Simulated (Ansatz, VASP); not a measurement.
# Cross-check of InAs between VASP and Ansatz, part 2 of 2

Aim: how closely do two programs agree when they are given the same cell, functional and k mesh? The cell is taken from a series of VASP runs on this material, whose earlier steps may have relaxed, scaled or displaced it; both programs get it as it stands.

VASP 6.6.1 and Ansatz 0.2.0.

So far: The structure; Ansatz: zone-centre phonons, RPBE; VASP: zone-centre phonons, RPBE.

## 3. VASP: zone-centre phonons, RPBE (continued)

Level of this step: RPBE; plane waves and PAW (In_d, As) (VASP).

Numbers of over 12 decimals in the logs are rounded to 6 here.

OUTCAR, selected parts (step 3):

```text
ion  position               nearest neighbor table
   1  0.000  0.000  0.000-   2 2.71   2 2.71   2 2.71   2 2.71
   2  0.750  0.750  0.750-   1 2.71   1 2.71   1 2.71   1 2.71

  LATTYP: Found a face centered cubic cell.
 ALAT       =     6.2583219186

 Subroutine GETGRP returns: Found 24 space group operations
 (whereof 24 operations were pure point group operations)

The static configuration has the point symmetry T_d .

 Found     47 irreducible k-points:

   k-points           NKPTS =     47   k-points in BZ     NKDIM =     47   number of bands    NBANDS=     15

   dimension x,y,z NGX =    32 NGY =   32 NGZ =   32
   dimension x,y,z NGXF=    64 NGYF=   64 NGZF=   64

   ENCUT  =  450.0 eV  33.07 Ry    5.75 a.u.   7.65  7.65  7.65*2*pi/ulx,y,z

   NELECT =      18.0000    total number of electrons

 k-points in reciprocal lattice and weights: Automatic mesh
   0.00000000  0.00000000  0.00000000       0.001
   0.10000000  0.00000000  0.00000000       0.008
   0.20000000  0.00000000  0.00000000       0.008
   0.30000000  0.00000000  0.00000000       0.008
   0.40000000  0.00000000  0.00000000       0.008
   0.50000000  0.00000000  0.00000000       0.004
   0.10000000  0.10000000  0.00000000       0.006
   0.20000000  0.10000000  0.00000000       0.024
   0.30000000  0.10000000  0.00000000       0.024
[...]
-0.30000000  0.40000000  0.20000000       0.024
  -0.30000000  0.50000000  0.20000000       0.012

 average (electrostatic) potential at core
       1 -97.4376       2 -50.5082

  Total       -0.0012010     -0.0012010     -0.0012010      0.0000000      0.0000000     -0.0000000
  in kB       -0.0314014     -0.0314014     -0.0314014      0.0000000      0.0000000     -0.0000000
  external PRESSURE =      -0.0314014 kB  Pullay stress =       0.0000000 kB

  energy-cutoff  :      450.00
  volume of cell :       61.28
      direct lattice vectors                 reciprocal lattice vectors
     0.000000000  3.129160959  3.129160959    -0.159787242  0.159787242  0.159787242
     3.129160959  0.000000000  3.129160959     0.159787242 -0.159787242  0.159787242
     3.129160959  3.129160959  0.000000000     0.159787242  0.159787242 -0.159787242

 POSITION                                       TOTAL-FORCE (eV/Angst)
 -----------------------------------------------------------------------------------
      0.00000      0.00000      0.00000        -0.000000     -0.000000     -0.000000
      4.69374      4.69374      4.69374         0.000000      0.000000      0.000000
 -----------------------------------------------------------------------------------
    total drift:                                0.000000      0.000000      0.000000

 Eigenvectors and eigenvalues of the dynamical matrix
 ----------------------------------------------------

   1 f  =    5.738957 THz    36.058930 2PiTHz  191.431000 cm-1    23.734408 meV
             X         Y         Z           dx          dy          dz
      0.000000  0.000000  0.000000    -0.531063    0.338851    0.000000
      4.693741  4.693741  4.693741     0.654708   -0.417744    0.000000

   2 f  =    5.738957 THz    36.058930 2PiTHz  191.431000 cm-1    23.734408 meV
             X         Y         Z           dx          dy          dz
      0.000000  0.000000  0.000000     0.338851    0.531063    0.000000
      4.693741  4.693741  4.693741    -0.417744   -0.654708    0.000000

   3 f  =    5.738957 THz    36.058930 2PiTHz  191.431000 cm-1    23.734408 meV
             X         Y         Z           dx          dy          dz
      0.000000  0.000000  0.000000     0.000000    0.000000   -0.629958
      4.693741  4.693741  4.693741     0.000000    0.000000    0.776629

   4 f/i=    0.011646 THz     0.073171 2PiTHz    0.388453 cm-1     0.048162 meV
             X         Y         Z           dx          dy          dz
      0.000000  0.000000  0.000000     0.522622    0.574472    0.000000
      4.693741  4.693741  4.693741     0.423922    0.465980    0.000000

   5 f/i=    0.011646 THz     0.073171 2PiTHz    0.388453 cm-1     0.048162 meV
             X         Y         Z           dx          dy          dz
      0.000000  0.000000  0.000000     0.000000    0.000000    0.776629
      4.693741  4.693741  4.693741     0.000000    0.000000    0.629958

   6 f/i=    0.011646 THz     0.073171 2PiTHz    0.388453 cm-1     0.048162 meV
             X         Y         Z           dx          dy          dz
      0.000000  0.000000  0.000000     0.574472   -0.522622    0.000000
      4.693741  4.693741  4.693741     0.465980   -0.423922    0.000000

 ELASTIC MODULI CONTR FROM IONIC RELAXATION (kBar)
 Direction    XX          YY          ZZ          XY          YZ          ZX
 --------------------------------------------------------------------------------
 XX          -0.0000     -0.0000     -0.0000     -0.0000     -0.0000     -0.0000
 YY          -0.0000     -0.0000     -0.0000     -0.0000     -0.0000     -0.0000
 ZZ          -0.0000     -0.0000     -0.0000     -0.0000     -0.0000     -0.0000
 XY          -0.0000     -0.0000     -0.0000   -128.1551      0.0000      0.0000
 YZ          -0.0000     -0.0000     -0.0000      0.0000   -128.1551      0.0000
 ZX          -0.0000     -0.0000     -0.0000      0.0000      0.0000   -128.1551
 --------------------------------------------------------------------------------
```

## 4. Side by side

Known differences besides the potentials themselves: the data sets hold 28 valence electrons in Ansatz (default PAW (the set named soft_2) files) and 18 in VASP; the cutoff is 420 eV in Ansatz and 450 eV in VASP; Ansatz makes its cores anew for this functional, VASP keeps those of its PBE data sets; VASP leaves aspherical gradient terms in its spheres out (LASPH is not set), Ansatz keeps them. Total energies have different zeros and are not compared.

Compared:

```
                  quantity  Ansatz   VASP  difference
optical mode 1 to 3 (cm⁻¹)   190.5  191.4     -0.51 %
```

Modes are paired by rising frequency and degeneracy, not by their patterns, so a pair may still set unlike modes beside each other.

## 5. Further runs

Further runs change the set-up of one program: Ansatz's method, potentials or start, or VASP's data sets, cutoff or form of LDA. The table gives Ansatz less VASP for each quantity, since a change that brings one quantity closer may part another.

```
                              run  optical mode 1 to 3 (%)
                         as above                    -0.51
Ansatz's all-electron LAPW method                    -0.44
```

## 6. Results

- r.m.s. difference of the optical zone-centre modes, each program's sorted by frequency (zone-centre phonons, RPBE): 0.97 cm⁻¹
- difference in optical mode 1 to 3 (zone-centre phonons, RPBE): -0.5 %

In words: The r.m.s. difference of the optical zone-centre modes, each program's sorted by frequency is 0.97 cm⁻¹ (zone-centre phonons, RPBE). Among the rows given in per cent, the largest difference of the zone-centre phonons, RPBE pair is in optical mode 1 to 3, -0.5 %. For zone-centre phonons, RPBE, no further run moves any of the tabulated differences by more than a quarter of its size. 1 further run of this series is not shown here. How closely two codes agree says nothing of how well the functional describes the real material.

[Lines on the potential files, build, host, timing and source positions are cut from VASP's logs without a mark.]

[Logs are printed without paths, hosts, clocks, repeated set-up lines and the standing remarks that a program may print on its own settings, such as how far it seeks lower states.]

[Hosts, paths, dates, database ids (printed as entryN), source tags and the programs' standing remarks are cut or masked in the printed files.]
